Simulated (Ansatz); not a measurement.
# SnSe under changes of volume

One of the cells (50.458 Å³/atom); the others are scaled copies at fixed shape and fractional positions:

```
CELL_PARAMETERS angstrom
4.28533 0.00000 0.00000
0.00000 4.28533 0.00000
0.00000 0.00000 10.99069
ATOMIC_POSITIONS crystal
Sn 0.00000 0.50000 0.62777
Sn 0.50000 0.00000 0.37223
Se 0.00000 0.50000 0.38396
Se 0.50000 0.00000 0.61604
```

| Item | Value |
| --- | --- |
| Program | Ansatz 0.2.0 |
| Functional | PBEsol |
| Potentials or basis | all-electron LAPW, scalar-relativistic |
| Cutoff | 260 eV (chosen from the basis error) |
| Basis error allowed | 0.001 eV/atom |
| k mesh | 6 × 6 × 3 |
| Occupations | fermi-dirac, width 0.05 eV |
| Spin | no spin polarisation |

```csv
volume (Å³/atom),energy over the lowest point (meV/atom),gap on the mesh (eV),largest force (eV/Å)
47.431,5.77,1.40,0.442
48.440,0.89,1.43,0.309
49.449,0.00,1.45,0.187
50.458,2.69,1.47,0.111
51.468,8.59,1.49,0.240
52.477,17.36,1.51,0.360
53.486,?,?,?
```

Task: What does the run at 53.486 Å³/atom give?

Result: Energy over the lowest point 28.71 meV/atom; gap on the mesh 1.52 eV; largest force 0.472 eV/Å.

Worked out: A Birch-Murnaghan fit of order 3 (a polynomial in V^(-2/3)) to the other rows has its minimum at 49.18 Å³/atom with B0 = V·E''(V) = 28 GPa and B' = 4.4 at fixed shape and positions, which overstates the stiffness. It gives 28.71 meV/atom at 53.486 Å³/atom, against the run's 28.71. A straight line through the other rows of the gap, of slope 1.06 eV per unit of ln V (its deformation potential), extrapolates to 1.53 eV, against the run's 1.52.

Energies are extrapolated to zero smearing.

Caveats: spin-orbit coupling is left out, which moves the levels of the heavy elements.

A mesh can miss the band edges.
